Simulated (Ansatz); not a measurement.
# Zone-centre modes in ZnS

Method: DFT PBE, scalar-relativistic, plane waves, PAW in Ansatz. Cutoff 420 eV, Γ-centred 12×12×2 k-points, Gaussian smearing of 0.05 eV. No spin polarisation.

The starting cell (relaxed at this level):

```yaml
crystal:
  lattice:
    - [3.84549, 0.00000, 0.00000]
    - [-1.92275, 3.33029, 0.00000]
    - [0.00000, 0.00000, 12.61067]
  atoms:
    - { symbol: Zn, position: [0.33333, 0.66667, 0.00261] }
    - { symbol: Zn, position: [0.33333, 0.66667, 0.50261] }
    - { symbol: Zn, position: [0.66667, 0.33333, 0.25261] }
    - { symbol: Zn, position: [0.66667, 0.33333, 0.75261] }
    - { symbol: S, position: [0.33333, 0.66667, 0.18989] }
    - { symbol: S, position: [0.33333, 0.66667, 0.68989] }
    - { symbol: S, position: [0.66667, 0.33333, 0.43989] }
    - { symbol: S, position: [0.66667, 0.33333, 0.93989] }
```

Harmonic modes by finite displacements of 0.02 Å, without the LO–TO term. The cell doubles the primitive one, so its zone centre also holds the primitive cell's point q = (0, 0, 1/2).

(1) At this geometry, is the structure stable against these modes?

(2) List the wavenumbers in cm⁻¹.

Answers

(1) Yes: no mode is imaginary beyond 10 cm⁻¹, and only the three translations lie near zero.

(2) 0, 0, 0, 56, 56, 56, 56, 70, 70, 136, 136, 188, 257, 263, 263, 264, 264, 264, 264, 268, 268, 321, 323, 323.

Cost: 1 run of about 7.9 core-minutes, on AMD EPYC (Zen 3) (shared hosts).